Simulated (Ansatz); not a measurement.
We consider rock-salt NaBr, described by LDA in Ansatz (plane waves, PAW).

Excerpt of the program's output:

```
WARN output.stress: scf.convergence.dr2_threshold = 1e-9 eV is looser than the 2e-10 eV advised for a printed stress (1e-10 eV for each atom of the cell: 2)
Crystal: 2 atoms, lattice volume = 49.295 Å³
Basis set: ecut = 520 eV, 1363 PW (Γ), exchange–correlation on 64×64×64 points (8 copies of the dense FFT grid, shifted against one another)
Bands: 12, of which v1, the nominal top of the filled ones, is band 8 counted from 1 (7 counted from 0)
Symmetry: 48 space group operations
Space group: Fm-3m (ITA 225), of the structure as read, at distance tolerance 3.7e-5 Å
k-points: 47 of 1000
Functional: x = slater, c = lda
SCF iter   1: F=—  HF=-4163.621275 eV  |F-HF|=—  |Δ(HF+E_count)|=         —  Δρ=6.21e-3  dr2=8.39e-3
SCF iter   2: F=—  HF=-4163.616315 eV  |F-HF|=—  |Δ(HF+E_count)|=   4.96e-3  Δρ=2.08e-3  dr2=2.46e-3
  ...
SCF iter   6: F=—  HF=-4163.615614 eV  |F-HF|=—  |Δ(HF+E_count)|=   1.68e-6  Δρ=3.45e-6  dr2=1.05e-8
SCF iter   7: F=-4163.615614 eV  HF=-4163.615614 eV  |F-HF|=2.58e-10  |Δ(HF+E_count)|=   3.82e-9  Δρ=6.06e-7  dr2=3.30e-10
SCF 1 converged in 7 iterations: F = -4163.615614 eV  dr2 = 3.30e-10
SCF converged after 7 iterations
Free energy (F): -4163.615614 eV
Internal energy: -4163.615614 eV  (E = F + TS)
E sigma→0 (E₀):  -4163.615614 eV
Fermi energy:    3.816929 eV
--- Forces (eV/Å), atoms counted from 1 ---
  atom   1  Na    -0.00000000     0.00000000     0.00000000
  atom   2  Br     0.00000000    -0.00000000    -0.00000000
--- Stress (GPa, compression-positive) ---
       -0.468304       0.000000      -0.000000
        0.000000      -0.468304       0.000000
        0.000000      -0.000000      -0.468304
  P = ⅓ Tr σ = -0.4683 GPa (-4.683 kbar)
```

Write an input file that produces this run.

Several could match; the one computed here: 
Ansatz 0.2 input:
```yaml
crystal:
  lattice:
    - [0.0, 2.9102153177, 2.9102153177]
    - [2.9102153177, 0.0, 2.9102153177]
    - [2.9102153177, 2.9102153177, 0.0]
  atoms:
    - { symbol: Na, position: [0.0, 0.0, 0.0] }
    - { symbol: Br, position: [0.5, 0.5, 0.5] }
basis:
  ecutwfc: 520
  ecutrho_ratio: 4
  xc_grid: 2
kpoints:
  mp_grid: { grid: [10, 10, 10] }
hamiltonian:
  xc: lda
  dispersion: none
  pseudopotentials: { kind: paw }
scf:
  occupations: { method: fermi_dirac, width: 0.01 }
  convergence: { dr2_threshold: 0.000000001 }
output:
  forces: true
  stress: true
  eigenvalues: true
```

The cell is one volume of an energy–volume scan, off the minimum.

The PAW data were made under PBE.

Ansatz is an electronic-structure program.
